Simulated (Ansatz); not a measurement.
# GaAs: the cost of one run

Program: Ansatz 0.2.0. Level of theory: DFT PBEsol, scalar-relativistic, plane waves, PAW. These are calculated values, not measurements.

That is the level of the relaxation; later steps name their own.

1 further run of the same task is left out (set aside as unsound or not needed).

## Step 1: The starting structure

It takes space group F-43m (No. 216, cubic). The conventional cell has a = 5.658 Å, b = 5.658 Å, c = 5.658 Å, α = 90.00°, β = 90.00°, γ = 90.00°. Around Ga (site symmetry -43m) lie 4 As at 2.45 Å. As (site symmetry -43m) has 4 Ga at 2.45 Å as nearest neighbours.

Coordinates:

```
Ga As
1.0
     0.00000    2.82914    2.82914
     2.82914    0.00000    2.82914
     2.82914    2.82914    0.00000
Ga As
1 1
Direct
  0.00000 0.00000 0.00000
  0.25000 0.25000 0.25000
```

This cell was relaxed beforehand with the same method: volume 22.64 Å³/atom, gap on the mesh 0.42 eV.

## Step 2: Band edges over the whole zone

Contents of input.yaml:

```yaml
crystal:
  lattice:
    - [0.0, 2.8291375181, 2.8291375181]
    - [2.8291375181, 0.0, 2.8291375181]
    - [2.8291375181, 2.8291375181, 0.0]
  atoms:
    - { symbol: Ga, position: [0.0, 0.0, 0.0] }
    - { symbol: As, position: [0.25, 0.25, 0.25] }
basis:
  ecutwfc: 420
kpoints:
  mp_grid: { grid: [12, 12, 12] }
  band_path: { path: [VBM, CBM], npoints: 2 }
hamiltonian:
  xc: pbesol
scf:
  occupations: { method: gaussian, width: 0.02 }
output:
  forces: true
  stress: true
  eigenvalues: true
```

The run is started by

```console
$ ansatz run input.yaml --threads 1 --pin off --max-ram 2560MiB --backend cpu --events-out ev --progress --plain --runs-dir out
```

What time and memory should one allow on 1 thread of Arm Neoverse V1, shared host?

About 9 s, with a peak of 0.35 GiB.
